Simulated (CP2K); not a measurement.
# In in CP2K: work function with PBE

Aim: the work function of In with PBE.

Everything below comes from runs of CP2K 2026.2. Logs are shortened: lines on timing, memory, paths and dates and some standing lists are left out, and cuts for length are marked.

**1. The cell of the first run**

The cell holds a slab with vacuum, 7 atoms: a = 3.339 Å, b = 3.339 Å, c = 31.415 Å, α = 90.00°, β = 90.00°, γ = 120.00°.

**2. Work function, PBE (the (0 0 1) slab of In, cut from the database cell, not relaxed)**

Input file in_workfunction.inp:

```
&GLOBAL
  PROJECT in_workfunction
  RUN_TYPE ENERGY_FORCE
  PRINT_LEVEL LOW
&END GLOBAL
&FORCE_EVAL
  METHOD QS
  &DFT
    BASIS_SET_FILE_NAME BASIS_MOLOPT_UZH
    POTENTIAL_FILE_NAME POTENTIAL_UZH
    &MGRID
      CUTOFF 450
      REL_CUTOFF 60
      NGRIDS 5
    &END MGRID
    &QS
      METHOD GPW
      EPS_DEFAULT 1.0E-10
    &END QS
    &KPOINTS
      SCHEME MONKHORST-PACK 9 9 1
      GAMMA_CENTERED T
      SYMMETRY T
      SYMMETRY_BACKEND SPGLIB
    &END KPOINTS
    &SCF
      SCF_GUESS ATOMIC
      EPS_SCF 1.0E-6
      MAX_SCF 100
      ADDED_MOS 20
      CHOLESKY OFF
      EPS_EIGVAL 1.0E-7
      &DIAGONALIZATION ON
        ALGORITHM STANDARD
      &END DIAGONALIZATION
      &MIXING ON
        METHOD BROYDEN_MIXING
        ALPHA 0.2
        BETA 1.5
        NBUFFER 8
      &END MIXING
      &SMEAR ON
        METHOD FERMI_DIRAC
        ELECTRONIC_TEMPERATURE [K] 580.226
      &END SMEAR
    &END SCF
    &XC
      &XC_FUNCTIONAL
        &GGA_X_PBE
        &END GGA_X_PBE
        &GGA_C_PBE
        &END GGA_C_PBE
      &END XC_FUNCTIONAL
    &END XC
    &PRINT
      &KPOINTS ON
      &END KPOINTS
      &MULLIKEN ON
      &END MULLIKEN
      &MO ON
        ENERGIES T
        OCCUPATION_NUMBERS T
        &EACH
          QS_SCF 0
        &END EACH
        ADD_LAST NUMERIC
      &END MO
      &LOWDIN ON
      &END LOWDIN
      &HIRSHFELD ON
        SHAPE_FUNCTION DENSITY
      &END HIRSHFELD
      &E_DENSITY_CUBE ON
        STRIDE 1
      &END E_DENSITY_CUBE
      &V_HARTREE_CUBE ON
        STRIDE 1
      &END V_HARTREE_CUBE
      &ELF_CUBE ON
        STRIDE 1
      &END ELF_CUBE
    &END PRINT
  &END DFT
  &SUBSYS
    &CELL
      ABC 3.3392736332 3.3392736332 31.4149265000
      ALPHA_BETA_GAMMA 90.0000000000 90.0000000000 120.0000000003
      PERIODIC XYZ
    &END CELL
    &COORD
      SCALED
      In  0.6666666667 0.3333333333 0.2387400142
      In  0.0000000000 0.0000000000 0.3254591426
      In  0.6666666667 0.3333333333 0.4127295713
      In  0.3333333333 0.6666666667 0.5000000000
      In  0.6666666667 0.3333333333 0.5867191283
      In  0.3333333333 0.6666666667 0.6739895570
      In  0.0000000000 0.0000000000 0.7612599858
    &END COORD
    &KIND In
      BASIS_SET TZVP-MOLOPT-PBE-GTH-q13
      POTENTIAL GTH-PBE-q13
    &END KIND
    &PRINT
      &ATOMIC_COORDINATES ON
      &END ATOMIC_COORDINATES
      &CELL ON
      &END CELL
    &END PRINT
  &END SUBSYS
  &PRINT
    &FORCES ON
    &END FORCES
  &END PRINT
&END FORCE_EVAL
```

Potentials or basis: POTENTIAL_UZH In GTH-PBE-q13; TZVP-MOLOPT-PBE-GTH basis.

Started as:

```bash
OMP_NUM_THREADS=1 mpirun -n 2 cp2k.psmp -i in_workfunction.inp -o in_workfunction.out
```

in_workfunction.out:

```text

 CP2K| version string:                                       CP2K version 2026.2
 CP2K| Input file name                                       in_workfunction.inp

 GLOBAL| Force Environment number                                              1
 GLOBAL| Basis set file name                                    BASIS_MOLOPT_UZH
 GLOBAL| Potential file name                                       POTENTIAL_UZH
 GLOBAL| MM Potential file name                                     MM_POTENTIAL
 GLOBAL| Coordinate file name                                      __STD_INPUT__
 GLOBAL| Method name                                                        CP2K
 GLOBAL| Project name                                            in_workfunction
 GLOBAL| Run type                                                   ENERGY_FORCE
 GLOBAL| FFT library                                                       FFTW3
 GLOBAL| Diagonalization library                                       ScaLAPACK
 GLOBAL| Cholesky decomposition library                                ScaLAPACK
 GLOBAL| DGEMM library                                                      BLAS
 GLOBAL| Direct generalized diagonalization requested                          F
 GLOBAL| Matrix multiplication library                                 ScaLAPACK
 GLOBAL| Global print level                                                  LOW
 GLOBAL| Total number of message passing processes                             2
 GLOBAL| Number of threads for this process                                    1
 GLOBAL| CPU model name                                                  UNKNOWN

 CELL| Volume [angstrom^3]:                                           303.368648
 CELL| Vector a [angstrom]:       3.339     0.000     0.000   |a| =     3.339274
 CELL| Vector b [angstrom]:      -1.670     2.892     0.000   |b| =     3.339274
 CELL| Vector c [angstrom]:       0.000     0.000    31.415   |c| =    31.414927
 CELL| Angle (b,c), alpha [degree]:                                    90.000000
 CELL| Angle (a,c), beta  [degree]:                                    90.000000
 CELL| Angle (a,b), gamma [degree]:                                   120.000000
 CELL| Numerically orthorhombic:                                              NO
 CELL| Periodicity                                                           XYZ

 CELL_REF| Volume [angstrom^3]:                                       303.368648
 CELL_REF| Vector a [angstrom     3.339     0.000     0.000   |a| =     3.339274
 CELL_REF| Vector b [angstrom    -1.670     2.892     0.000   |b| =     3.339274
 CELL_REF| Vector c [angstrom     0.000     0.000    31.415   |c| =    31.414927
 CELL_REF| Angle (b,c), alpha [degree]:                                90.000000
 CELL_REF| Angle (a,c), beta  [degree]:                                90.000000
 CELL_REF| Angle (a,b), gamma [degree]:                               120.000000
 CELL_REF| Numerically orthorhombic:                                          NO
 CELL_REF| Periodicity                                                       XYZ

[... 8 lines left out ...]
 TOTAL NUMBERS AND MAXIMUM NUMBERS

  Total number of            - Atomic kinds:                                   1
                             - Atoms:                                          7
                             - Shell sets:                                     7
                             - Shells:                                        70
                             - Primitive Cartesian functions:                 42
                             - Cartesian basis functions:                    280
                             - Spherical basis functions:                    238

  Maximum angular momentum of- Orbital basis functions:                        3
                             - Local part of the GTH pseudopotential:          0
                             - Non-local part of the GTH pseudopotential:      4

 MODULE QUICKSTEP: ATOMIC COORDINATES IN ANGSTROM

   Atom Kind Element         X             Y             Z       Z(eff)     Mass
      1    1 In   49      1.669637      0.963965      7.500000  13.0000 114.8180
      2    1 In   49      0.000000      0.000000     10.224275  13.0000 114.8180
      3    1 In   49      1.669637      0.963965     12.965869  13.0000 114.8180
      4    1 In   49     -0.000000      1.927931     15.707463  13.0000 114.8180
      5    1 In   49      1.669637      0.963965     18.431738  13.0000 114.8180
      6    1 In   49     -0.000000      1.927931     21.173332  13.0000 114.8180
      7    1 In   49      0.000000      0.000000     23.914927  13.0000 114.8180

 SCF PARAMETERS         Density guess:                                    ATOMIC
[... 9 lines left out ...]
                        --------------------------------------------------------
[... 45 lines left out ...]

 Number of orbital functions:                                                238
 Number of independent orbital functions:                                    238

 SCF WAVEFUNCTION OPTIMIZATION

  Step     Update method      Time    Convergence         Total energy    Change
  ------------------------------------------------------------------------------
     1 NoMix/Diag. 0.20E+00    3.9     0.52161193      -394.6100545570 -3.95E+02
     2 Broy./Diag. 0.20E+00    5.1     0.02917987      -394.9494198403 -3.39E-01
     3 Broy./Diag. 0.20E+00    4.7     0.02151235      -394.8406123965  1.09E-01
     4 Broy./Diag. 0.20E+00    4.7     0.05660741      -394.5863363852  2.54E-01
     5 Broy./Diag. 0.20E+00    4.7     0.02052404      -394.2709491213  3.15E-01
     6 Broy./Diag. 0.20E+00    4.8     0.00694352      -394.2208509479  5.01E-02
     7 Broy./Diag. 0.20E+00    4.9     0.01435782      -394.2249175247 -4.07E-03
     8 Broy./Diag. 0.20E+00    4.9     0.00143459      -394.2231551825  1.76E-03
     9 Broy./Diag. 0.20E+00    5.0     0.00304945      -394.2258076989 -2.65E-03
    10 Broy./Diag. 0.20E+00    4.7     0.00057199      -394.2282762660 -2.47E-03
    11 Broy./Diag. 0.20E+00    4.7     0.00115735      -394.2280908440  1.85E-04
[... 9 lines left out ...]
    21 Broy./Diag. 0.20E+00    4.9     0.00006608      -394.2320810905 -9.92E-05
    22 Broy./Diag. 0.20E+00    4.8     0.00000851      -394.2321520170 -7.09E-05
    23 Broy./Diag. 0.20E+00    4.9     0.00001968      -394.2321761343 -2.41E-05
    24 Broy./Diag. 0.20E+00    4.9     0.00000422      -394.2321988685 -2.27E-05
    25 Broy./Diag. 0.20E+00    4.8     0.00001515      -394.2321916997  7.17E-06
    26 Broy./Diag. 0.20E+00    4.9     0.00000199      -394.2321875320  4.17E-06
    27 Broy./Diag. 0.20E+00    4.9     0.00000284      -394.2321916582 -4.13E-06
    28 Broy./Diag. 0.20E+00    5.0     0.00000102      -394.2321961282 -4.47E-06
    29 Broy./Diag. 0.20E+00    5.1     0.00000229      -394.2321993420 -3.21E-06
    30 Broy./Diag. 0.20E+00    4.9     0.00000064      -394.2322027287 -3.39E-06

  *** SCF run converged in    30 steps ***

  Electronic density on regular grids:        -90.9999999835        0.0000000165
  Core density on regular grids:               90.9999999908       -0.0000000092
  Total charge density on r-space grids:        0.0000000074
  Total charge density g-space grids:           0.0000000074

  Overlap energy of the core charge distribution:               0.00000000000004
  Self energy of the core charge distribution:               -629.73582055424129
  Core Hamiltonian energy:                                    196.77362049455945
  Hartree energy:                                              90.70300700447248
  Exchange-correlation energy:                                -51.97143725318304
  Electronic entropic energy:                                  -0.00157242168843
  Fermi energy:                                                 0.10060500886288

  Total energy:                                              -394.23220272873846
  Total energy (extrapolated to T->0):                       -394.23141651789422

 MO| EIGENVALUES AND OCCUPATION NUMBERS FOR K POINT 1
 MO|
 MO|  Index      Eigenvalue [a.u.]        Eigenvalue [eV]             Occupation
 MO|      1              -0.445484             -12.122227               2.000000
 MO|      2              -0.445269             -12.116385               2.000000
 MO|      3              -0.444168             -12.086430               2.000000
 MO|      4              -0.443554             -12.069713               2.000000
 MO|      5              -0.442780             -12.048652               2.000000
 MO|      6              -0.442086             -12.029759               2.000000
[... 418 lines left out ...]
 MO|     65               0.373124              10.153234               0.000000
 MO|     66               0.384237              10.455625               0.000000
 MO| Sum:                                                              99.784261
 MO| E(Fermi):            0.100605 a.u.          2.737602 eV

 The electron density is written in Cube    file format to the file:

 in_workfunction-ELECTRON_DENSITY-1_0.cube

 !-----------------------------------------------------------------------------!
                     Mulliken Population Analysis

 #  Atom  Element  Kind  Atomic population                           Net charge
       1     In       1         13.018193                             -0.018193
       2     In       1         12.988921                              0.011079
       3     In       1         12.988461                              0.011539
       4     In       1         13.003326                             -0.003326
       5     In       1         13.007923                             -0.007923
       6     In       1         12.968737                              0.031263
       7     In       1         13.024439                             -0.024439
 # Total charge                             91.000000                  0.000000

 !-----------------------------------------------------------------------------!

 !-----------------------------------------------------------------------------!
                           Hirshfeld Charges

  #Atom  Element  Kind  Ref Charge     Population                    Net charge
      1       In     1      13.000         12.992                         0.008
      2       In     1      13.000         13.006                        -0.006
      3       In     1      13.000         13.004                        -0.004
      4       In     1      13.000         12.996                         0.004
      5       In     1      13.000         13.004                        -0.004
      6       In     1      13.000         13.006                        -0.006
      7       In     1      13.000         12.992                         0.008

  Total Charge                                                            0.000
 !-----------------------------------------------------------------------------!

 LOWDIN POPULATION ANALYSIS

 #  Atom  Element  Kind  Atomic population                           Net charge
       1     In       1         12.894501                              0.105499
       2     In       1         13.097938                             -0.097938
       3     In       1         13.010948                             -0.010948
       4     In       1         12.993621                              0.006379
       5     In       1         13.008303                             -0.008303
       6     In       1         13.100823                             -0.100823
       7     In       1         12.893866                              0.106134
 # Total charge                             91.000000                  0.000000

               ----- ELF is computed on the real space grid -----

 ELF is written in Cube    file format to the file:

 in_workfunction-ELF_S1-1_0.cube

 ENERGY| Total FORCE_EVAL ( QS ) energy [hartree]           -394.232199983233272

 FORCES| Atomic forces [hartree/bohr]
 FORCES|   Atom     x               y               z               |f|
 FORCES|      1 -5.16563635E-08  2.92458133E-08 -2.19511446E-03   2.19511446E-03
 FORCES|      2  4.58042569E-10 -5.77859636E-09  1.86399621E-03   1.86399621E-03
 FORCES|      3 -5.15957751E-08  3.19711761E-08 -1.88413859E-03   1.88413859E-03
 FORCES|      4  5.05925120E-08 -2.01996799E-08 -1.41257149E-04   1.41257159E-04
 FORCES|      5 -5.05719515E-08  1.95620693E-08  1.22990103E-03   1.22990103E-03
 FORCES|      6  5.20583674E-08 -3.26210695E-08 -8.55341187E-04   8.55341189E-04
 FORCES|      7  6.50349754E-11  7.06296625E-09  2.09559455E-03   2.09559455E-03
 FORCES| Sum    -5.06501331E-08  2.92426792E-08  1.13640416E-04
 FORCES| Total atomic force                                       1.13640431E-04
```

It took 2.9 min on 2 MPI ranks of Arm Neoverse V1, shared host.

What came out:

```yaml
Free_energy: -10727.6037 eV
Largest_force: 0.113 eV/Å
Band_gap_on_the_k_mesh: none (metal or under the smearing width)
Work_function: 3.74 eV
Work_function_of_the_upper_face: 3.74 eV
Work_function_of_the_lower_face: 3.74 eV
```

Forces on the atoms (eV/Å):
```
In   0.000  0.000 -0.113
In   0.000  0.000  0.096
In   0.000  0.000 -0.097
In   0.000  0.000 -0.007
In   0.000  0.000  0.063
In   0.000  0.000 -0.044
In   0.000  0.000  0.108
```

Caveat: the basis of atomic orbitals isn't converged, which shifts pressures, moduli and gaps.
